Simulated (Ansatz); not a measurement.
# Sc: strong compression

How does Sc (beta tin type) answer strong compression? The runs shown use PAW.

Method: DFT PBE, with the methods named in each step, in Ansatz 0.2.0.

1 further run of the same task is left out (it didn't finish). Runs told in other sessions of the task aren't counted.

## 1. The starting structure

The structure is tetragonal, space group I4_1/amd (No. 141). The conventional cell has a = 5.701 Å, b = 5.701 Å, c = 3.135 Å, α = 90.00°, β = 90.00°, γ = 90.00°. Sc (site symmetry -4m2) has 6 Sc at 2.96 to 3.14 Å in its first shell of neighbours.

Structure file:

```
Sc
1.0
    -2.85045    2.85045    1.56775
     2.85045   -2.85045    1.56775
     2.85045    2.85045   -1.56775
Sc
2
Direct
  0.62500 0.87500 0.75000
  0.37500 0.12500 0.25000
```

Whether this phase is the stable one at these pressures isn't tested.

Atoms are numbered in the order of the input: Sc1, Sc2.

## 2. Cell relaxed at zero pressure, PAW

The input, input.yaml:

```yaml
crystal:
  lattice:
    - [-2.8504469672, 2.8504469672, 1.567745832]
    - [2.8504469672, -2.8504469672, 1.567745832]
    - [2.8504469672, 2.8504469672, -1.567745832]
  atoms:
    - { symbol: Sc, position: [-0.375, -0.125, -0.25] }
    - { symbol: Sc, position: [0.375, 0.125, 0.25] }
kpoints:
  mp_grid: { grid: [14, 14, 14] }
scf:
  occupations: { method: fermi_dirac, width: 0.08 }
hamiltonian:
  xc: pbe
  pseudopotentials: { kind: paw }
output:
  forces: true
  stress: true
  write_density: true
  write_potential: true
  elf: true
  volumetric_format: npy
relax:
  f_tol: 0.005
  max_steps: 40
  cell: {}
```

The run is started by

```console
$ ansatz run input.yaml --threads 1 --pin off --max-ram 2048MiB --backend cpu --events-out ev --progress --plain --runs-dir out
```

Further steps of the session: Volume scaled by 1, PAW; Volume scaled by 1, PAW (level accurate); Shape and atoms relaxed at 0.95 of the volume, PAW; Volume scaled by 0.95, PAW; Shape and atoms relaxed at 0.85 of the volume, PAW; Volume scaled by 0.85, PAW; Shape and atoms relaxed at 0.75 of the volume, PAW; Volume scaled by 0.75, PAW; Shape and atoms relaxed at 0.65 of the volume, PAW; Volume scaled by 0.65, PAW; Shape and atoms relaxed at 0.55 of the volume, PAW; Volume scaled by 0.55, PAW; Shape and atoms relaxed at 0.45 of the volume, PAW; Volume scaled by 0.45, PAW; Shape and atoms relaxed at 0.4 of the volume, PAW; Volume scaled by 0.4, PAW; Volume scaled by 0.4, PAW (partial_waves polarizable).

What does the calculation give? Wanted: PAW pressure at 0.4 of the volume; PAW; fitted bulk modulus at zero pressure.

The runs gave:

```
                                                     quantity      value
                            PAW pressure at 0.4 of the volume  164.7 GPa
PAW (partial_waves polarizable) pressure at 0.4 of the volume  164.7 GPa
                   fitted bulk modulus at zero pressure (PAW)     38 GPa
                                      its pressure derivative       3.56
```

At 0.4 of the starting volume PAW gives 165 GPa. A third-order Birch-Murnaghan curve fits the range only roughly (B₀ = 38 GPa, B′ = 3.56, misfit at most 1.38 GPa). A fit over so wide a range leans to the high pressures, so B₀ can be off by several per cent. No all-electron run checks these rows here, and frozen cores can fail under such compression. The ions are at rest, and the electrons smeared by 0.08 eV.
